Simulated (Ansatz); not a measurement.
Zinc-blende AlSb, relaxed in Ansatz (plane waves) with several semilocal functionals. Each gives its own volume and its own elastic constant C11:

```csv
level,V0 (Å³/atom),elastic constant C11 (GPa),ln V0,ln C11
LDA,28.472,84.29,3.3489,4.4343
PBEsol,29.180,80.63,3.3735,4.3899
PBE,30.151,76.59,3.4062,4.3385
```

Problem. Fit a straight line to ln C11 against ln V0. What does it predict for r²SCAN, whose volume is 29.464 Å³/atom?

Solution. With x = ln V0 and y = ln C11: means 3.37620 and 4.38757; Σ(Δx Δy) = -0.002754, Σ(Δx²) = 0.001653, so the slope is -1.67. At x = 3.3832 the line gives y = 4.38757 + (-1.67) × (3.3832 − 3.37620) = 4.3759, or 79.51 GPa. The run with r²SCAN gives 86.10 GPa, +8.3 % from the line. The rows used scatter about it by up to 0.2 %, while the largest value lies 10 % above the smallest.

Measured: 87.7 GPa (measured, temperature not stated, not corrected to a static lattice; as tabulated in Oses et al. (2018), arXiv:1811.08464).

Ansatz's density-functional and Hartree–Fock values are scalar-relativistic unless marked +SOC, with PAW data made under PBE.

Ansatz is a quantum-chemistry and plane-wave program.
